LDA and the functionals with gradient-corrected exchange give ZnO a gap of about 1 eV or less, against a measured one of roughly 3.4 eV (a recalled value, not part of the table). They agree with one another several times better than they agree with the real material. Their agreement is therefore no sign of accuracy: these functionals fail in the same way.

GPAW 26.7.0, Kohn-Sham DFT with PAW and plane waves, for ZnO (space group P6_3mc) in the same fixed 4-atom cell throughout, without spin polarisation or spin-orbit coupling. All runs use a 6 × 6 × 3 k mesh and Fermi-Dirac smearing of 0.05 eV. Gaps are Kohn-Sham level differences at points of this mesh; the direct gap is taken at a single k point.

```
functional                                           potentials  wave cutoff  gap on mesh (eV)  direct gap on mesh (eV)
       LDA                                          JTH-PAW-2.0       800 eV             0.726                    0.726
       PBE                 GPAW-PAW-data-sets-(gpaw-data-1.2.1)       900 eV             0.795                    0.795
    revPBE                 GPAW-PAW-data-sets-(gpaw-data-1.2.1)       800 eV             0.867                    0.867
      RPBE                 GPAW-PAW-data-sets-(gpaw-data-1.2.1)       800 eV             0.897                    0.897
      BLYP  PAW-data-sets-made-by gpaw-setup-for-the-functional       800 eV             0.942                    0.942
  BEEF-vdW                 GPAW-PAW-data-sets-(gpaw-data-1.2.1)       800 eV             1.070                    1.070
    PBEint  PAW-data-sets-made-by gpaw-setup-for-the-functional       800 eV             0.723                    0.723
    TB-mBJ                 GPAW-PAW-data-sets-(gpaw-data-1.2.1)       800 eV             2.545                    2.545
      TPSS                 GPAW-PAW-data-sets-(gpaw-data-1.2.1)       800 eV             0.702                    0.702
        WC  PAW-data-sets-made-by gpaw-setup-for-the-functional       800 eV             0.680                    0.680
     mBEEF                 GPAW-PAW-data-sets-(gpaw-data-1.2.1)       800 eV             1.445                    1.445
```

**How the failure shows**

The gap on mesh is the distance from the highest filled to the lowest empty level at the computed k points. LDA and the seven gradient-corrected functionals spread over only 0.39 eV, from WC at 0.680 eV to BEEF-vdW at 1.070 eV, yet even the best of them falls 2.33 eV short of the measured gap. Taken as an error bar, the spread would be too small by a factor of about six.

Everyday experience exposes the error too. Visible photons carry roughly 1.7 to 3 eV, so a crystal with a direct gap near 1 eV would absorb all of them and look dark. Zinc oxide is a white pigment. Even the 2.545 eV of TB-mBJ, the largest gap here, would still let the crystal absorb blue light.

The settings are an unlikely source of so large an error. The gap of ZnO is known to be direct at Γ, a point that the coarse mesh contains, although convergence with the mesh was not tested. Spin-orbit coupling and zero-point motion are missing, but their usual effect on this gap is a few tenths of an eV at most.

**Why the gap is too small**

The measured gap is the cost of removing an electron from the crystal minus the gain from adding one elsewhere. In Kohn-Sham theory it has two parts,

$$E_\mathrm{gap} = (\varepsilon_c - \varepsilon_v) + \Delta_\mathrm{xc},$$

where $\varepsilon_c$ and $\varepsilon_v$ are the lowest empty and highest filled levels, and $\Delta_\mathrm{xc}$ is the jump of the exchange-correlation potential when an electron is added. In LDA and gradient-corrected functionals the potential follows the density smoothly. One electron more hardly changes the density of a large crystal, so the jump is absent and the level difference has to stand for the whole gap.

ZnO suffers from a second, well-known error. Each electron in the compact Zn 3d shell partly repels itself, because approximate exchange does not fully cancel this spurious term. The 3d levels then lie too high, too close to the O 2p levels, and the mixing of the two pushes the top of the valence band upwards. This part should fade in oxides without a filled d shell near the valence band, such as MgO, while the missing jump remains. The 3d energies are not available here, so the two parts cannot be separated.

**Why a stronger gradient correction does not help**

Functionals with a stronger gradient dependence favour uneven densities and hence larger cells. At a fixed cell this appears as a residual pressure $P$, positive when the crystal wants to expand, which can serve as a marker of that dependence. Within the PBE-like family the gap does grow with this marker, but slowly. A straight line through the two ends of the family, WC and RPBE, gives

$$E_\mathrm{gap} \approx 0.680 + 0.0173\,(P + 1.9),$$

with the gap in eV and $P$ in GPa. For PBE, which was not used to draw the line, $P = 5.2$ GPa gives $0.680 + 0.0173 \times 7.1 = 0.80$ eV, close to the computed 0.795 eV.

PBEint and revPBE also lie close to the line, but LDA and BLYP lie 0.10 to 0.15 eV above it, so it describes one family and is no general law. Even within that family the route is hopeless. The line would reach 3.4 eV only near 155 GPa, a false pressure about as large as the bulk modulus of ZnO. The gap would be bought with a ruined crystal structure.

The order within the family also belongs to the fixed cell. If each functional relaxed its own cell, RPBE would expand and lose gap, while WC would shrink and gain some. With a recalled rise of the gap of roughly 0.02 eV per GPa, this relative shift would be about 0.25 eV, similar to their present difference of 0.217 eV. That rise is a measured one, and these functionals may give a weaker one, so the difference could shrink, vanish or even change sign.

**What does move the gap**

TPSS and mBEEF also use the kinetic-energy density, which depends on the orbitals themselves. Their levels can therefore take up part of the missing jump, but how much depends on the form of the functional. TPSS gives 0.702 eV, below PBE, whereas mBEEF gives 1.445 eV. Adding the kinetic-energy density is thus an opportunity and no guarantee.

TB-mBJ reaches about three quarters of the measured gap. Its potential also uses the kinetic-energy density, in a form expected to lift the empty levels relative to the filled O 2p levels. The strength of this correction was fitted to measured gaps of solids, so its success is partly built in. It has no total energy, so it cannot supply forces or cell volumes. TB-mBJ, TPSS, mBEEF and BEEF-vdW all run on atomic cores made for another functional, and the LDA data set carries a warning of its own. The effect on the gaps is untested, so small differences, such as the 0.09 eV between TPSS and PBE, should not be ranked. The large steps to mBEEF and TB-mBJ are a safer guide.

The analysis program printed:

```
Gap against the rough recalled 3.4 eV:
       row  gap_eV  shortfall_eV  percent_of_3.4
       LDA   0.726         2.674           21.35
       PBE   0.795         2.605           23.38
    revPBE   0.867         2.533            25.5
      RPBE   0.897         2.503           26.38
      BLYP   0.942         2.458           27.71
  BEEF-vdW    1.07          2.33           31.47
    PBEint   0.723         2.677           21.26
    TB-mBJ   2.545         0.855           74.85
      TPSS   0.702         2.698           20.65
        WC    0.68          2.72              20
     mBEEF   1.445         1.955            42.5
Spread of the gap over LDA and the gradient-corrected functionals, in eV: 0.39
Smallest shortfall among these functionals, in eV: 2.33
Smallest shortfall divided by the spread: 5.974
Largest gap of all rows divided by the smallest: 3.743
TPSS gap less PBE gap, in eV: -0.093
mBEEF gap less PBE gap, in eV: 0.65
mBEEF gap less TPSS gap, in eV: 0.743
TB-mBJ gap less PBE gap, in eV: 1.75
RPBE gap less WC gap, in eV: 0.217
RPBE pressure less WC pressure, in GPa: 12.55
Slope of the line through WC and RPBE, in eV per GPa: 0.01729
Line less computed gap for PBEint, in eV: 0.01708
Line less computed gap for PBE, in eV: 0.007871
Line less computed gap for revPBE, in eV: 0.003212
Line less computed gap for LDA, in eV: -0.1529
Line less computed gap for BLYP, in eV: -0.1016
Line less computed gap for TPSS, in eV: 0.07815
Line less computed gap for mBEEF, in eV: -0.6946
Pressure at which the line would reach 3.4 eV (an absurdity test and no prediction), in GPa: 155.4
Rough loss of RPBE gap relative to WC gap if both cells relaxed, in eV: 0.251
```
